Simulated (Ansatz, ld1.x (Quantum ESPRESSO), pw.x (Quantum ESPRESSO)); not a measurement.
**Equation-of-state test of one TM potential (Re (Z = 75))**

```json
{
 "Element": "Re (Z = 75)",
 "Generator": "ld1.x (Quantum ESPRESSO) 7.5",
 "Type": "norm-conserving Troullier–Martins (Kleinman–Bylander form)",
 "Functional": "PBE",
 "Relativity": "scalar-relativistic",
 "Frozen core": "[Xe] 4f14",
 "Valence charge": "7",
 "Reference configuration": "5d5 6s2 6p0",
 "Partial waves": "6s (bound): rc 3.15 bohr; 6p (bound, empty): rc 2.90 bohr; 5d (bound): rc 2.20 bohr",
 "Local potential": "the d channel",
 "Core correction": "a·sin(br)/r model core, default radius (core density twice the valence density)"
}
```

Atomic tests: cutoffs needed: 35 Ry and 40 Ry (the cutoffs (Ry, on a coarse ladder) from which the occupation-weighted sum of valence levels, in a spherical-Bessel basis at the reference potential, stays within 10 and 1 mRy of its value at 400 Ry); ghost test: ghost states, extra bound levels that the all-electron valence spectrum of the same l lacks: s at -44.3 eV, p at -7.5 eV; a true bound ghost makes a file unfit for plane-wave use (spherical-Bessel basis up to 400 Ry, 20 bohr box); configuration tests: 2 of 7 tests not solved or not reliable.

Crystal test: fcc Re in pw.x 7.5, no spin, 14³ k-points, Fermi–Dirac smearing 0.01 Ry, cutoffs 50/200 Ry. The lattice is a test structure that the element need not adopt, and mesh and smearing are coarse.

pw.x input:

```
&control
  calculation='scf', prefix='x', pseudo_dir='./', outdir='./tmp', tstress=.true., disk_io='none'
/
&system
  ibrav=0, nat=1, ntyp=1, ecutwfc=50, ecutrho=200, nbnd=11,
  occupations='smearing', smearing='fd', degauss=0.01
/
&electrons
  conv_thr=1e-09, mixing_beta=0.4, electron_maxstep=70
/
ATOMIC_SPECIES
Re 1.0 Re.UPF
CELL_PARAMETERS angstrom
  0.00000000 1.95725981 1.95725981
  1.95725981 0.00000000 1.95725981
  1.95725981 1.95725981 0.00000000
ATOMIC_POSITIONS crystal
Re 0.0000 0.0000 0.0000
K_POINTS automatic
14 14 14 0 0 0
```

```bash
pw.x < Re.scf.in > Re.scf.out
```

Q: How does the run end?

A: It converges; the pressure is 49.90 GPa against 0.45 GPa from all-electron LAPW. The largest radius (3.15 bohr) exceeds half the bond length (2.62 bohr), so the spheres overlap, which is one possible source of error among others. This is a poor potential for the solid. Note: ghost states, extra bound levels that the all-electron valence spectrum of the same l lacks: s at -44.3 eV, p at -7.5 eV. A true bound ghost makes a file unfit for plane-wave use. Atomic configuration tests: 2 of 7 tests not solved or not reliable. The log shows:

```
     number of k points=   104  Fermi-Dirac smearing, width (Ry)=  0.0100
     iteration #  1     ecut=    50.00 Ry     beta= 0.40
     total energy              =     -38.64220689 Ry
     estimated scf accuracy    <       2.89346312 Ry
     iteration #  2     ecut=    50.00 Ry     beta= 0.40
     total energy              =     -38.49062680 Ry
     estimated scf accuracy    <       0.57055161 Ry
     iteration #  3     ecut=    50.00 Ry     beta= 0.40
     total energy              =     -38.50321723 Ry
     estimated scf accuracy    <       0.03685038 Ry
     iteration #  4     ecut=    50.00 Ry     beta= 0.40
     total energy              =     -38.50560258 Ry
     estimated scf accuracy    <       0.00195120 Ry
     iteration #  5     ecut=    50.00 Ry     beta= 0.40
     total energy              =     -38.50589281 Ry
     estimated scf accuracy    <       0.00005832 Ry
     iteration #  6     ecut=    50.00 Ry     beta= 0.40
     total energy              =     -38.50589672 Ry
     estimated scf accuracy    <       0.00000703 Ry
     iteration #  7     ecut=    50.00 Ry     beta= 0.40
     total energy              =     -38.50589739 Ry
     estimated scf accuracy    <       0.00000002 Ry
     iteration #  8     ecut=    50.00 Ry     beta= 0.40
     total energy              =     -38.50589740 Ry
     estimated scf accuracy    <       0.00000001 Ry
     iteration #  9     ecut=    50.00 Ry     beta= 0.40
     the Fermi energy is    15.9884 ev
!    total energy              =     -38.50589740 Ry
     estimated scf accuracy    <          5.4E-10 Ry
     smearing contrib. (-TS)   =      -0.00374552 Ry
     The total energy is F=E-TS. E is the sum of the following terms:
     one-electron contribution =       9.67715873 Ry
     hartree contribution      =       2.74399119 Ry
     xc contribution           =     -20.55328621 Ry
     ewald contribution        =     -30.37001558 Ry
     convergence has been achieved in   9 iterations
          total   stress  (Ry/bohr**3)                   (kbar)     P=      498.98
     Message from routine punch:
     Nothing written, as per user request (disk_io='none')
```
